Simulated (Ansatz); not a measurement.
The system is Pt.

```
Pt
1.0
     0.00000    1.96090    1.96090
     1.96090    0.00000    1.96090
     1.96090    1.96090    0.00000
Pt
1
Direct
  0.00000 0.00000 0.00000
```

```yaml
Program: Ansatz 0.2.0
Task: relaxation of cell and atoms
Functional: PBEsol
Dispersion: D4
Potentials_or_basis: Ansatz PAW
Cutoff: "420 eV (not typed: the program's choice for these potentials)"
k_mesh: 12 × 12 × 12
Occupations: fermi-dirac, width 0.05 eV
Spin: no spin polarisation
```

At the start: volume 15.08 Å³/atom.

Where does the relaxation end?

It ends after 4 steps and the volume is 14.82 Å³/atom (-1.7 %); space group Fm-3m (No. 225, to 0.05 Å).

Step by step:
```
step  energy change (eV)  largest force (eV/Å)  volume (Å³)
   1              0.0000                0.0000        15.08
   2             -0.0041                0.0000        14.84
   3             -0.0041                0.0000        14.82
   4             -0.0040                0.0000        14.82
```

Final structure:
```
Pt
1.0
     0.00000    1.94974    1.94974
     1.94974    0.00000    1.94974
     1.94974    1.94974    0.00000
Pt
1
Direct
  0.00000 0.00000 0.00000
```

Caveat: the plane-wave basis is chosen anew once the cell has moved, so the energies of steps on either side of that aren't comparable; pairwise dispersion overbinds metals, which lowers pressure and volume; the PAW data sets come from PBE, with cores solved anew for the run's functional, which leaves a small shift of forces and pressure.
